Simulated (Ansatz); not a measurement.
Converging the k-point mesh at a smearing width of 0.05 eV: RuO₂ (Cmm2, 6 atoms in the cell)

```xyz
6
Lattice="4.5035 0.0000 0.0000 0.0000 4.5035 0.0000 0.0000 0.0000 3.1193" Properties=species:S:1:pos:R:3 pbc="T T T"
Ru     0.0000     0.0000     0.0500
Ru     2.2517     2.2517     1.5597
O      1.3781     1.3781     0.0000
O      3.6298     0.8737     1.5597
O      0.8737     3.6298     1.5597
O      3.1254     3.1254     0.0000
```

Computed with PBEsol, default PAW files made with PBE (plane waves; Ansatz, a program for electronic structure).

Base settings: basis.ecutwfc = 420 eV; kpoints.mp_grid.grid = 7 7 11; hamiltonian.xc = pbesol; hamiltonian.pseudopotentials = {kind: paw} (the program's default PAW files); scf.occupations.method = gaussian; scf.occupations.width = 0.1 eV.

In this ladder: scf.occupations.width = 0.05 eV.

The second cell is the first with its lattice scaled by 0.98.

Only quantities that move along the ladder and can be compared are tabulated.

The count of work is k-points × plane waves × bands × iterations; it is no time. 

The starting cell has typed, rounded lattice constants, without a prior relaxation at this level. Its lattice was rescaled by up to half a per cent. One atom was moved a little off its site on purpose. Spin polarisation is off. In the base run, with a pressure of about -7 GPa the cell is away from its equilibrium volume at this level. In the base run, forces exceed 1 eV/Å. Ansatz's pressure includes its estimate of the finite-basis (Pulay) stress.

```csv
kpoints.mp_grid.grid,free energy less the last step's (meV/atom),energy of the compressed cell less the first (meV/atom),pressure (GPa),largest difference of a force vector from the last step's (eV/Å),count of work / last
3 3 4,5.33,8.09,-6.50,0.102,0.015
3 3 5,3.60,7.02,-6.74,0.156,0.016
4 4 5,-0.55,6.51,-6.87,0.063,0.020
5 5 7,1.51,6.95,-6.77,0.062,0.039
6 6 8,0.68,6.84,-6.78,0.009,0.062
7 7 10,-0.24,6.94,-6.77,0.018,0.091
8 8 12,0.22,6.80,-6.79,0.007,0.14
10 10 14,0.10,6.82,-6.78,0.009,0.24
12 12 17,-0.01,6.87,-6.78,0.004,0.37
14 14 21,-0.03,6.85,-6.78,0.002,0.60
17 17 25,0.00,6.86,-6.78,0.000,1.0
```

Coarsest kpoints.mp_grid.grid that holds the pressure within 0.1 GPa of the last step, with all finer ones: 3 3 5, at 0.016 of the last step's count of work; the step before is off by 0.27 GPa.

Coarsest kpoints.mp_grid.grid that holds the forces within 0.02 eV/Å of the last step, with all finer ones: 6 6 8, at 0.062 of the last step's count of work; the step before is off by 0.062 eV/Å.

Coarsest kpoints.mp_grid.grid that holds the free energy within 2 meV/atom of the last step, with all finer ones: 4 4 5, at 0.020 of the last step's count of work; the step before is off by 3.6 meV/atom.

The energy difference between the two cells stays within 1 meV/atom of the last step's from 3 3 5 on, the total only from 6 6 8 on: much of the error is common to both cells and cancels.

Keys are those of Ansatz 0.2.
